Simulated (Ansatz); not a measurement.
The system is Sb.

```xyz
1
Lattice="-1.8713 1.8713 1.8713 1.8713 -1.8713 1.8713 1.8713 1.8713 -1.8713" Properties=species:S:1:pos:R:3 pbc="T T T"
Sb    0.0000    0.0000    0.0000
```

This isn't the form of Sb at room conditions, which is rhombohedral.

```yaml
Program: Ansatz 0.2.0
Task: relaxation of cell and atoms
Functional: revPBE
Dispersion: D3(BJ)
Potentials_or_basis: Ansatz PAW
Cutoff: "420 eV (not typed: the program's choice for these potentials)"
k_mesh: 10 × 10 × 10
Occupations: fermi-dirac, width 0.05 eV
Spin: no spin polarisation
```

At the start: volume 26.21 Å³/atom.

Q: Where does the relaxation end?

A: It ends after 4 steps and the volume is 25.48 Å³/atom (-2.8 %); space group Im-3m (No. 229, to 0.05 Å).

The path:
```tsv
step	energy change (eV)	largest force (eV/Å)	volume (Å³)
1	0.0000	0.0000	26.21
2	-0.0040	0.0000	25.18
3	-0.0046	0.0000	25.48
4	-0.0045	0.0000	25.48
```

Final structure:
```cif
data_structure
_symmetry_space_group_name_H-M 'P 1'
_symmetry_Int_Tables_number 1
_cell_length_a 3.2106
_cell_length_b 3.2106
_cell_length_c 3.2106
_cell_angle_alpha 109.471
_cell_angle_beta 109.471
_cell_angle_gamma 109.471
_cell_volume 25.48
loop_
_atom_site_label
_atom_site_type_symbol
_atom_site_fract_x
_atom_site_fract_y
_atom_site_fract_z
_atom_site_occupancy
Sb1 Sb 0.00000 0.00000 0.00000 1
```

Caveat: the plane-wave basis is chosen anew once the cell has moved, so the energies of steps on either side of that aren't comparable; pairwise dispersion overbinds metals, which lowers pressure and volume; the PAW data sets come from PBE, with cores solved anew for the run's functional, which leaves a small shift of forces and pressure.
